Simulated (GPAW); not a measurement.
Ni:

```
CELL_PARAMETERS angstrom
0.00000 1.73757 1.73757
1.73757 0.00000 1.73757
1.73757 1.73757 0.00000
ATOMIC_POSITIONS crystal
Ni 0.00000 0.00000 0.00000
```

Base run:

- Program: GPAW 26.7.0
- Functional: PBE
- Potentials or basis: GPAW PAW data sets (gpaw-data 1.2.1)
- Cutoff: 600 eV
- Basis: pw
- k mesh: 11 × 11 × 11
- Occupations: fermi-dirac, width 0.05 eV
- Spin: collinear spin, ferromagnetic start
- Starting moments: [1.0] μB

Its results: pressure 10.2 GPa; net moment 0.58 μB per cell; site moments Ni +0.61 μB.

Problem. The run is repeated on the same cell with these changes: functional from PBE to r2SCAN. What comes out?

Solution. Pressure 4.8 GPa; net moment 0.77 μB per cell; site moments Ni +0.84 μB.

Caveats: the stock nickel data set gives pressures a few GPa off other programs; the PAW data sets were made with another functional, which shifts forces and pressure a little (some runs).

Not every run made on this cell is shown here.
